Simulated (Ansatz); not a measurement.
# Zn: a slab and its surfaces, (0001), 1 layers, part 2 of 2

Aim: cut a slab of Zn (0001), 1 layers from the relaxed bulk, relax it, and get surface energy and work function. The runs shown use PAW. Its runs: bulk cell relaxed (PAW); bulk in the slab's orientation (PAW); the reference run (PAW); vacuum of 22 Å (PAW); field of 0.2 V/Å along the normal (PAW).

Ansatz 0.2.0; DFT r²SCAN; a cell built from a prototype (hcp type), not taken from measurement. Earlier steps stand in the parts before.

### 4 Bulk in the slab's orientation, PAW

input.yaml reads:

```yaml
crystal:
  lattice:
    - [1.2977901854, -2.2478385387, 0.0]
    - [1.2977901854, 2.2478385387, 0.0]
    - [0.0, 0.0, 4.9867998222]
  atoms:
    - { symbol: Zn, position: [0.666666667, 0.333333333, 0.25] }
    - { symbol: Zn, position: [0.333333333, 0.666666667, 0.75] }
kpoints:
  mp_grid: { grid: [16, 16, 7] }
scf:
  occupations: { method: fermi_dirac, width: 0.08 }
hamiltonian:
  xc: r2scan
  pseudopotentials: { kind: paw }
output:
  forces: true
  stress: true
  eigenvalues: true
```

Command:

```bash
$ ansatz run input.yaml --threads 1 --pin off --max-ram 3584MiB --backend cpu --events-out ev --progress --plain --runs-dir out
```

The program printed (excerpt; [...] marks lines left out):

```text
[...]
Pseudopotentials: kind: paw
Pseudopotential: Zn, paw, valence charge 12, recommended cutoff 500 eV (meta_gga)
Functional definition: r2SCAN
[...]
Crystal: 2 atoms, lattice volume = 29.095 Å³
Basis set: ecut = 500 eV, 727 PW (Γ), exchange–correlation on 80×80×160 points (64 copies of the dense FFT grid, shifted against one another)
Bands: 16, of which v1, the nominal top of the filled ones, is band 12 counted from 1 (11 counted from 0)
Symmetry: 24 space group operations
Space group: P63/mmc (ITA 194), of the structure as read, at distance tolerance 3.1e-5 Å
k-points: 120 of 1792
[...]
SCF iter   1: F=—  HF=-6651.361670 eV  |F-HF|=—  |Δ(HF+E_count)|=         —  Δρ=2.27e-2  dr2=7.35e-2  dr2_τ=2.45e-3  ethr=1.77e-3  ⟨swp⟩=5.1  Hψ=9890  notcnv=0
[...]
SCF iter   6: F=-6651.346152 eV  HF=-6651.346152 eV  |F-HF|=5.91e-9  |Δ(HF+E_count)|=   1.26e-6  Δρ=1.64e-5  dr2=4.70e-8  dr2_τ=1.64e-10  ethr=4.17e-10  ⟨swp⟩=6.2  Hψ=10019  notcnv=0
[...]
SCF converged after 6 iterations
Free energy (F): -6651.346152 eV
[...]
E sigma→0 (E₀):  -6651.341720 eV
Entropy (-TS):   -0.008864 eV (-4.432 meV/atom)
Fermi energy:    11.510217 eV
[...]
--- Forces (eV/Å), atoms counted from 1 ---
  atom   1  Zn    -0.00000000    -0.00000000     0.00000000
  atom   2  Zn    -0.00000000     0.00000000     0.00000000
[...]
--- Stress (GPa, compression-positive) ---
        0.823359       0.000000       0.000000
        0.000000       0.823359       0.000000
        0.000000       0.000000      -1.428766
  P = ⅓ Tr σ = 0.0727 GPa (0.727 kbar)
--- Band table (eV; the first three rows and the last of 120) ---
  k-point 0: bands = ["0.3407", "2.3386", "3.1884", "3.4944", "3.4944", "3.5418", "3.5418", "3.9540", "3.9540", "4.1453", "4.1453", "7.4101", "8.0886", "25.0426", "28.9190", "31.3137"]
[...]
```

Run time: 5.9 s. Hardware: 1 thread of AMD EPYC 7B13 (Zen 3), shared host; peak memory 0.47 GiB.

Read from it: pressure 0.07 GPa; no gap.

### 5 The slab as cut

The slab cell holds 1 atoms: a = 2.596 Å, b = 2.596 Å, c = 16.000 Å, α = 90.00°, β = 90.00°, γ = 120.00°.

### 6 Slab as cut, PAW

input.yaml reads:

```yaml
crystal:
  lattice:
    - [2.5955803708, 0.0, 0.0]
    - [-1.2977901854, 2.2478385387, 0.0]
    - [0.0, 0.0, 16.0]
  atoms:
    - { symbol: Zn, position: [0.0, 0.0, 0.5] }
kpoints:
  mp_grid: { grid: [16, 16, 1] }
scf:
  occupations: { method: fermi_dirac, width: 0.08 }
hamiltonian:
  xc: r2scan
  pseudopotentials: { kind: paw }
output:
  forces: true
  stress: true
  eigenvalues: true
  populations: true
efield:
  axis: 3
  amplitude: 0
  dipole_correction: true
```

Command:

```bash
$ ansatz run input.yaml --threads 1 --pin off --max-ram 3584MiB --backend cpu --events-out ev --progress --plain --runs-dir out
```

The program printed (excerpt; [...] marks lines left out):

```text
[...]
Pseudopotentials: kind: paw
Pseudopotential: Zn, paw, valence charge 12, recommended cutoff 500 eV (meta_gga)
Functional definition: r2SCAN
[...]
Crystal: 1 atoms, lattice volume = 93.351 Å³
Basis set: ecut = 500 eV, 2387 PW (Γ), exchange–correlation on 80×80×480 points (64 copies of the dense FFT grid, shifted against one another)
Bands: 10, of which v1, the nominal top of the filled ones, is band 6 counted from 1 (5 counted from 0)
Symmetry: 12 space group operations
k-points: 30 of 256
[...]
SCF iter   1: F=—  HF=-3325.284150 eV  |F-HF|=—  |Δ(HF+E_count)|=         —  Δρ=9.41e-3  dr2=4.38e-2  dr2_τ=9.00e-4  ethr=1.77e-3  p=-0.000 e·Å  D=-1.47e-14 V/Å  ΔV_dip=0.00 eV  dr2_dipole=9.02e-12  V_vac-E_F(+/−)=3.55/3.55 eV  ⟨swp⟩=6.7  Hψ=2193  notcnv=0
[...]
Free energy (F): -3325.271818 eV
[...]
E sigma→0 (E₀):  -3325.263406 eV
Entropy (-TS):   -0.016824 eV (-16.824 meV/atom)
Fermi energy:    -1.649912 eV
Dipole field:    D = 0.000002 V/Å  (p = 0.000001 e·Å, saw-weighted, corrected)
Work function:   Φ+ = 4.0969 eV   Φ− = 4.0969 eV
Levels:          The Fermi level and band energies are counted from a zero that moves with the ramp; work functions are not
[...]
--- Forces (eV/Å), atoms counted from 1 ---
  atom   1  Zn    -0.00000000     0.00000000    -0.00000095
[...]
--- Stress (GPa, compression-positive) ---
       -1.574168      -0.000000      -0.000000
        0.000000      -1.574168      -0.000000
       -0.000000      -0.000000      -0.000014
  P = ⅓ Tr σ = -1.0494 GPa (-10.494 kbar)
--- Band table (eV; the first three rows and the last of 30) ---
  k-point 0: bands = ["-10.6989", "-9.2344", "-9.2344", "-8.7330", "-8.7330", "-8.5852", "-2.6433", "1.8029", "2.7115", "3.0079"]
[...]
--- Löwdin populations: 1 site ---
  site symbol       q [e]
     0     Zn     11.4277
  spilling = 0.047689 (of n_electrons = 12.000000)
```

Wall time 8.4 s (1 thread of AMD EPYC 7B13 (Zen 3), shared host); peak memory 0.58 GiB.

In short: no gap; work function 4.10 eV.

### 7 Vacuum of 22 Å, PAW

input.yaml, as its differences from that of step 6:

```diff
@@ -4,3 +4,3 @@
     - [-1.2977901854, 2.2478385387, 0.0]
-    - [0.0, 0.0, 16.0]
+    - [0.0, 0.0, 22.0]
   atoms:
@@ -18,3 +18,2 @@
   eigenvalues: true
-  populations: true
 efield:
```

Command:

```bash
$ ansatz run input.yaml --threads 1 --pin off --max-ram 3584MiB --backend cpu --events-out ev --progress --plain --runs-dir out
```

The program printed (excerpt; [...] marks lines left out):

```text
[...]
Pseudopotentials: kind: paw
Pseudopotential: Zn, paw, valence charge 12, recommended cutoff 500 eV (meta_gga)
Functional definition: r2SCAN
[...]
Crystal: 1 atoms, lattice volume = 128.358 Å³
Basis set: ecut = 500 eV, 3297 PW (Γ), exchange–correlation on 80×80×648 points (64 copies of the dense FFT grid, shifted against one another)
Bands: 10, of which v1, the nominal top of the filled ones, is band 6 counted from 1 (5 counted from 0)
Symmetry: 12 space group operations
k-points: 30 of 256
[...]
SCF iter   1: F=—  HF=-3325.284369 eV  |F-HF|=—  |Δ(HF+E_count)|=         —  Δρ=8.06e-3  dr2=4.40e-2  dr2_τ=9.03e-4  ethr=1.77e-3  p=0.000 e·Å  D=1.22e-13 V/Å  ΔV_dip=-0.00 eV  dr2_dipole=3.83e-13  V_vac-E_F(+/−)=3.56/3.56 eV  ⟨swp⟩=7.1  Hψ=2248  notcnv=0
[...]
SCF converged after 7 iterations
Free energy (F): -3325.271819 eV
[...]
E sigma→0 (E₀):  -3325.263407 eV
Entropy (-TS):   -0.016824 eV (-16.824 meV/atom)
Fermi energy:    -2.317175 eV
Dipole field:    D = 0.000000 V/Å  (p = 0.000000 e·Å, saw-weighted, corrected)
Work function:   Φ+ = 4.0969 eV   Φ− = 4.0969 eV
Levels:          The Fermi level and band energies are counted from a zero that moves with the ramp; work functions are not
[...]
--- Forces (eV/Å), atoms counted from 1 ---
  atom   1  Zn     0.00000000    -0.00000000    -0.00000025
[...]
--- Stress (GPa, compression-positive) ---
       -1.144844      -0.000000       0.000000
       -0.000000      -1.144844      -0.000000
        0.000000      -0.000000      -0.000068
  P = ⅓ Tr σ = -0.7633 GPa (-7.633 kbar)
--- Band table (eV; the first three rows and the last of 30) ---
  k-point 0: bands = ["-11.3662", "-9.9016", "-9.9016", "-9.4003", "-9.4003", "-9.2525", "-3.3106", "1.1636", "1.8341", "1.9854"]
[...]
```

It took 8.6 s on 1 thread of AMD EPYC 7B13 (Zen 3), shared host; peak memory 0.68 GiB.

Result: no gap; work function 4.10 eV.

### 8 Field of 0.2 V/Å along the normal, PAW

input.yaml, as its differences from that of step 7:

```diff
@@ -4,3 +4,3 @@
     - [-1.2977901854, 2.2478385387, 0.0]
-    - [0.0, 0.0, 22.0]
+    - [0.0, 0.0, 16.0]
   atoms:
@@ -20,3 +20,3 @@
   axis: 3
-  amplitude: 0
+  amplitude: 0.2
   dipole_correction: true
```

Command:

```bash
$ ansatz run input.yaml --threads 1 --pin off --max-ram 3584MiB --backend cpu --events-out ev --progress --plain --runs-dir out
```

The program printed (excerpt; [...] marks lines left out):

```text
[...]
Pseudopotentials: kind: paw
Pseudopotential: Zn, paw, valence charge 12, recommended cutoff 500 eV (meta_gga)
Functional definition: r2SCAN
[...]
Crystal: 1 atoms, lattice volume = 93.351 Å³
Basis set: ecut = 500 eV, 2387 PW (Γ), exchange–correlation on 80×80×480 points (64 copies of the dense FFT grid, shifted against one another)
Bands: 10, of which v1, the nominal top of the filled ones, is band 6 counted from 1 (5 counted from 0)
Symmetry: 12 space group operations
k-points: 30 of 256
[...]
SCF iter   1: F=—  HF=-3325.292371 eV  |F-HF|=—  |Δ(HF+E_count)|=         —  Δρ=9.61e-3  dr2=6.85e-2  dr2_τ=9.33e-4  ethr=1.77e-3  p=-0.000 e·Å  D=-1.47e-14 V/Å  ΔV_dip=0.00 eV  dr2_dipole=6.49e-3  V_vac-E_F(+/−)=4.88/2.12 eV  ⟨swp⟩=6.7  Hψ=2214  notcnv=0
[...]
SCF converged after 8 iterations
Free energy (F): -3325.274010 eV
[...]
E sigma→0 (E₀):  -3325.265592 eV
Entropy (-TS):   -0.016836 eV (-16.836 meV/atom)
Fermi energy:    -1.657081 eV
Dipole field:    D = 0.042601 V/Å  (p = 0.021977 e·Å, saw-weighted, corrected)
Work function:   not extracted (applied field tilts the vacuum); planar V_es + V_field profile in the machine report
Levels:          The Fermi level and band energies are counted from a zero that moves with the ramp; work functions are not
[...]
--- Forces (eV/Å), atoms counted from 1 ---
  atom   1  Zn    -0.00000000     0.00000000    -0.00001033
[...]
--- Stress (GPa, compression-positive) ---
       -1.571278      -0.000000      -0.000000
       -0.000000      -1.571278      -0.000000
       -0.000000      -0.000000       0.000129
  P = ⅓ Tr σ = -1.0475 GPa (-10.475 kbar)
--- Band table (eV; the first three rows and the last of 30) ---
  k-point 0: bands = ["-10.7061", "-9.2417", "-9.2417", "-8.7402", "-8.7402", "-8.5919", "-2.6508", "1.5707", "2.6420", "3.0936"]
[...]
```

Run time: 9.1 s. Hardware: 1 thread of AMD EPYC 7B13 (Zen 3), shared host; peak memory 0.59 GiB.

Result: no gap.

### 9 All runs together

| run | surface energy (J/m²) | work function (eV; upper / lower face where they differ) | gap (eV) | largest force (eV/Å) | time |
| --- | --- | --- | --- | --- | --- |
| Slab as cut, PAW | 0.551 | 4.10 | none | 0.000 | 8.4 s |
| Vacuum of 22 Å, PAW | 0.551 | 4.10 | none | 0.000 | 8.6 s |
| Field of 0.2 V/Å along the normal, PAW | – | – | none | 0.000 | 9.1 s |

Surface energy: (F of the slab less that of as many bulk atoms) over twice the area, the bulk computed in the slab's orientation.

### 10 What came out

The summary covers parts 1 to 2.

| quantity | value |
| --- | --- |
| surface energy (PAW, cut) | 0.55 J/m² |
| work function (PAW, cut) | 4.10 eV |

Vacuum of 22 Å moves the work function by less than 0.01 eV (PAW). The field of 0.2 V/Å along the normal induces a dipole of 0.022 e·Å per cell (PAW). Thickness wasn't converged, and no reconstruction was sought.
